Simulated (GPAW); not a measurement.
The system is C.

```
C
1.0
     2.52210    0.00000    0.00000
    -1.26105    2.18420    0.00000
     0.00000    0.00000    8.23710
C
8
Cartesian
  1.2611 0.7281 6.9501
  0.0000 1.4561 2.8315
  1.2611 0.7281 5.4056
  0.0000 1.4561 1.2870
  0.0000 0.0000 7.4649
  0.0000 0.0000 3.3463
  0.0000 0.0000 4.8908
  0.0000 0.0000 0.7722
```

This is a hexagonal form of diamond, not graphite.

Base run:

- Program: GPAW 26.7.0
- Functional: vdW-DF
- Potentials or basis: GPAW PAW data sets (gpaw-data 1.2.1)
- Cutoff: 800 eV
- Basis: pw
- k mesh: 7 × 7 × 2
- Occupations: fermi-dirac, width 0.05 eV
- Spin: no spin polarisation

Its results: band gap on the k mesh 4.72 eV, indirect (least direct gap 5.32 eV); largest force 0.344 eV/Å.

**Question.** The run is repeated on the same cell with these changes: functional from vdW-DF to revTPSS; band points from 100 to 60. What comes out?

**Answer.** Band gap on the k mesh 4.26 eV, indirect (least direct gap 5.33 eV); largest force 0.332 eV/Å.

Caveats: the PAW data sets were made with another functional, which shifts forces and pressure a little.
